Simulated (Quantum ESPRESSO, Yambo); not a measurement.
# CdSe (F-43m): G0W0 with Yambo, start to end, part 3 of 3

Wanted: ground state, empty states, screening and self-energy for CdSe (F-43m).

Quantum ESPRESSO 7.5 and Yambo 5.3.0; PBE and many-body steps on it, plane waves. Known limits of the many-body steps: not at the basis limit; exchange with frozen shells missing; no spin-orbit coupling; coarse k mesh.

So far. Step 3 (Bands along the symmetry lines): The gap is 0.547 eV, as in the run before at this level. Step 4 (Empty states on the mesh, 4×4×4 mesh, 389 bands): On this mesh the gap is 0.547 eV.

### Step 6. Screening and self-energy, 4×4×4 mesh, 389 bands, screening to 217.7 eV

G0W0 replaces the xc potential by the self-energy, built once from these orbitals. Only a window of levels is corrected, while the sums run over the empty bands that the input names.

This step: G0W0 on PBE, plane waves, norm-conserving pseudopotentials.

File gw3.in:

```
HF_and_locXC
gw0
dyson
ppa
em1d
rim_cut
RandQpts= 1000000
RandGvec= 1 RL
EXXRLvcs= 94 Ry
VXCRLvcs= 376 Ry
Chimod= "HARTREE"
% BndsRnXp
 1 | 389 |
%
NGsBlkXp= 16 Ry
% LongDrXp
 1 | 1 | 1 |
%
% GbndRnge
 1 | 389 |
%
DysSolver= "n"
ExtendOut
PPAPntXp= 27.21138 eV
% QPkrange
 1 | 1 | 17 | 20 |
%
```

Command:

```sh
$ OMP_NUM_THREADS=1 mpirun -n 4 yambo -F gw3.in -J gw3 -C gw3 > gw3.log
```

What it wrote:

```text
 Yambo, version 5.3.0

 [02] CORE Variables Setup
 =========================

  [... cell, symmetries and grids as in the set-up ...]

  [02.05] Energies & Occupations
  ==============================

  [X] === General ===
  [X] Electronic Temperature                        :  0.000000  0.000000 [eV K]
  [X] Bosonic    Temperature                        :  0.000000  0.000000 [eV K]
  [X] Finite Temperature mode                       : no
  [X] El. density                                   :  0.62193E+24 [cm-3]
  [X] Fermi Level                                   :  7.361628 [eV]

  [X] === Gaps and Widths ===
  [X] Conduction Band Min                           :  0.547474 [eV]
  [X] Valence Band Max                              :  0.000000 [eV]
  [X] Filled Bands                                  :  18
  [X] Empty Bands                                   :    19   389
  [X] Direct Gap                                    :  0.547474 [eV]
  [X] Direct Gap localized at k                     :  1
  [X] Indirect Gap                                  :  0.547474 [eV]
  [X] Indirect Gap between kpts                     :  1  1
  [X] Last valence band width                       :  2.085577 [eV]
  [X] 1st conduction band width                     :  4.363902 [eV]

 [03] Transferred momenta grid and indexing
 ==========================================

 IBZ Q-points                                      :   8
 BZ  Q-points                                      :   64

 K/Q-points units:
 rlu = crystal or reduced units; cc = cartesian coordinates; iku = interal k-units

 Q [1]          [rlu]:  0.000000  0.000000  0.000000
 Q [2]          [rlu]: -0.74024E-17  0.64753E-17  0.25000
 Q [3]          [rlu]:  0.14805E-16 -0.12951E-16 -0.50000
 Q [4]          [rlu]: -0.67816E-17  0.25000      0.25000
 Q [5]          [rlu]: -0.13780E-16  0.25000      0.50000
 Q [6]          [rlu]: -0.12951E-16  0.25000     -0.25000
 Q [7]          [rlu]:  0.13563E-16 -0.50000     -0.50000
 Q [8]          [rlu]:  0.250000 -0.500000 -0.250000

 [04] Coloumb potential Random Integration (RIM)
 ===============================================

  [04.01] RIM initialization
  ==========================

  * Diagonal components only detected *

  8 x (sBL volume)        :  0.079377 [a.u.]
  sBZ random points       :  1000000
  Points outside the sBZ  :   7999624
  RL volume               :  0.635013 [a.u.]
  Integrated volume       :  0.635043 [a.u.]

  [04.02] RIM integrals
  =====================

  Gamma point sphere radius             :  0.077956 [a.u.]
  Points outside the sphere             :   799635
  [Int_sBZ(q=0) 1/q^2]*(Vol_sBZ)^(-1/3) =:  7.763403
                                 should be <:  7.795600

  Summary of Coulomb integrals for non-metallic bands |Q|[au] RIM/Bare

  Q [1] 0.100000E-4 0.995870 * Q [2] 0.234463 1.065611
  Q [4] 0.270735 1.063960 * Q [6] 0.382877 1.025542
  Q [5] 0.448963 1.019403 * Q [3] 0.468927 1.016307
  Q [7] 0.541470 1.013019 * Q [8] 0.605382 1.010006

 [05] Dipoles
 ============

  [05.01] Setup: observables and procedures
  =========================================

 [06] Dynamic Dielectric Matrix (PPA)
 ====================================

 [WR./gw3//ndb.pp]---------------------------------------------------------------
  Brillouin Zone Q/K grids (IBZ/BZ)                :    8   64    8   64
  RL vectors                                       :   7239 [WF]
  Coulomb cutoff potential                         : none
  Electronic Temperature                           :  0.000000 [K]
  Bosonic    Temperature                           :  0.000000 [K]
  PPA    diel. fun.  energies                      : Perdew, Burke & Ernzerhof(X)+Perdew, Burke & Ernzerhof(C)
  wavefunctions                                    : Perdew, Burke & Ernzerhof(X)+Perdew, Burke & Ernzerhof(C)
  Global Gauge                                     : length
  X matrix size                                    :   459
  X band range                                     :     1   389
  X e/h energy range                               : -1.000000 -1.000000 [eV]
  X Time ordering                                  : R
  X Hxc Kernel                                     : HARTREE
  X Drude frequency                                :  0.000000  0.000000
  X poles                                          :  100.0000 [o/o]
  RL vectors in the sum                            :   7239
  [r,Vnl] included                                 : yes
  Field direction                                  :  0.577350E-5  0.577350E-5  0.577350E-5
  BZ energy Double Grid                            : no
  BZ energy DbGd points                            : 0
  BZ Q point size factor                           : -1.000000
  X Optical Averaged directions                    : none

 [07] Local Exchange-Correlation + Non-Local Fock
 ================================================

 [VXC] Plane waves :   47855
 [EXS] Plane waves :   6081

 QP @ state[ 1 ] K range:  1  1
 QP @ state[ 1 ] b range:  17  20

 [xc] Functional : Perdew, Burke & Ernzerhof(X)+Perdew, Burke & Ernzerhof(C)
 [xc] LIBXC used to calculate xc functional
  PP Number of Atomic Species                      :  2
  NLCC RL compoments                               :   47855
  PP Number of Atomic Species                      :  2
  NLCC RL compoments                               :   47855

 [xc] E_xc :  -27.04176 [Ha]
      E_xc :  -54.08352 [Ry]

  Local XC kind (lXC) : Perdew, Burke & Ernzerhof(X)+Perdew, Burke & Ernzerhof(C)
  Non-Local XC kind (nlXC) : Hartree-Fock

  Corrections @ K [1] :  [eV]
 <17|nlXC|17> = -18.87319 -0.84714E-17 <17|lXC|17> = -15.31662  0.18882E-15
 <18|nlXC|18> = -18.87316  0.11312E-16 <18|lXC|18> = -15.31662  0.37781E-15
 <19|nlXC|19> = -8.130874  0.72937E-17 <19|lXC|19> = -11.48236  0.94441E-16
 <20|nlXC|20> = -5.557951  0.27281E-18 <20|lXC|20> = -10.19486 -0.59005E-16

 [08] Dyson equation: Newton solver
 ==================================

  [08.01] G0W0 (W PPA)
  ====================

  [  GW  ] Bands range     :     1   389
  [GW/PPA] G damping       :  0.100000 [eV]

  QP @ state[ 1 ] K range:  1  1
  QP @ state[ 1 ] b range:  17  20

   Sc/G bands                                       :     1   389
   Sc/G damping                                     :  0.100000 ev
   Sc bands terminator                              : no
   Sx RL components                                 :   6081

   QP @ state[ 1 ] K range                          :  1  1
   QP @ state[ 1 ] b range                          :  17  20
   GF energies kind                                 : Perdew, Burke & Ernzerhof(X)+Perdew, Burke & Ernzerhof(C)
   GF WF`s kind                                     : Perdew, Burke & Ernzerhof(X)+Perdew, Burke & Ernzerhof(C)
   Xs energies kind                                 : Perdew, Burke & Ernzerhof(X)+Perdew, Burke & Ernzerhof(C)
   Xs WF`s kind                                     : Perdew, Burke & Ernzerhof(X)+Perdew, Burke & Ernzerhof(C)

 [11] Game Over & Game summary
```

Elapsed: 27 min, on 4 MPI ranks of Arm Neoverse N1, shared host; peak memory 3 GiB.

Numbers from this step:

* G0W0 gap on the points computed: 1.740 eV
* starting gap on the mesh: 0.5475 eV
* k of the valence top: 0, 0, 0
* k of the conduction bottom: 0, 0, 0
* least direct G0W0 gap on the computed points: 1.740 eV
* Z at the valence top: 0.7903
* Z at the conduction bottom: 0.8112

The gap on the mesh goes from 0.55 eV to 1.74 eV, a correction of +1.19 eV.

Limits: finite bands, cutoff and mesh; exchange with frozen shells missing; no spin-orbit coupling; coarse k mesh. v1 is the top filled band, c1 the lowest empty one. The levels before and after the correction (eV, zero at the valence-band top of each column):

|  | conduction bottom | valence top |
| --- | --- | --- |
| Kohn-Sham | 0.55 | 0.00 |
| G0W0 | 1.74 | 0.00 |

|  | level | energy (eV) |
| --- | --- | --- |
| Kohn-Sham | Γ v2-v1 | 0.000 |
| Kohn-Sham | Γ c1 | 0.547 |
| Kohn-Sham | Γ c2 | 5.943 |
| G0W0 | Γ v2-v1 | 0.000 |
| G0W0 | Γ c1 | 1.740 |
| G0W0 | Γ c2 | 7.505 |

### Step 7. Where the time went

Times are wall times on the hardware named with each run, good to a factor of about two.

| step | time | share | memory (GiB) |
| --- | --- | --- | --- |
| ground state | 28 s | 2 % | 0.39 |
| bands along the symmetry lines | 27 s | 1 % | 0.28 |
| empty states on the mesh | 2.2 min | 7 % | 1.0 |
| conversion and set-up | 4.4 s | 0 % | 0.26 |
| screening and self-energy | 27 min | 90 % | 3.0 |

### Step 8. Summary of results

| Item | Value |
| --- | --- |
| PBE gap | 0.55 eV, direct |
| G0W0 gap on the mesh | 1.74 eV |
| GW settings | 4×4×4 mesh, 389 bands, screening to 217.7 eV, Godby-Needs plasmon pole |
| known limits | not at the basis limit; exchange with frozen shells missing; no spin-orbit coupling; coarse k mesh |

What this shows: G0W0 moves the gap on the mesh from 0.55 eV to 1.74 eV (+1.19 eV), with Z of 0.79 and 0.81 at the edges. Only 1 of the mesh's irreducible points was corrected, so a valley elsewhere could overtake. The dearest step here is «screening and self-energy». Against experiment, by G0W0@PBE: the direct gap of 1.74 eV lies +0.05 eV from the measured 1.69 ± 0.02 eV (direct, 300 K, on GaAs(100), 2010). An exciton line or allowed optical edge lies below the quasiparticle gap by the binding energy; a forbidden edge can push the onset above it. The calculation has static nuclei and no excitons; a measured gap holds zero-point and thermal motion, which mostly lowers it. Bands and cutoff are finite, so the gap is not at the basis limit. The miss can reach some tenths of an eV and take either sign; the mesh is an error of its own. In the G0W0 run levels were corrected at 1 k point alone, so a gap called «on the mesh» is the least over those, and an edge elsewhere would be missed. The 4×4×4 mesh is coarse for this cell, which bears on the long-range parts of exchange and screening. The norm-conserving file of at least one element keeps a d shell over frozen s and p shells of the same row. Exchange with those shells is missing from the self-energy, an error of 0.3 to 0.9 eV in cases checked, whose sign depends on which edge lies on those atoms. The many-body steps are scalar-relativistic: spin-orbit coupling is not in them.

[Paths, hosts, dates, memory and timing lines, banners, echoed tables and standing remarks are left out of the program output.]

[Logs are printed without paths, hosts, clocks, repeated set-up lines and the standing remarks that a program may print on its own settings, such as how far it seeks lower states.]

[Runs of the session that timed out or met a known fault of the program may be left out.]

[Hosts, paths, dates, database ids (printed as entryN), source tags and the programs' standing remarks are cut or masked in the printed files.]
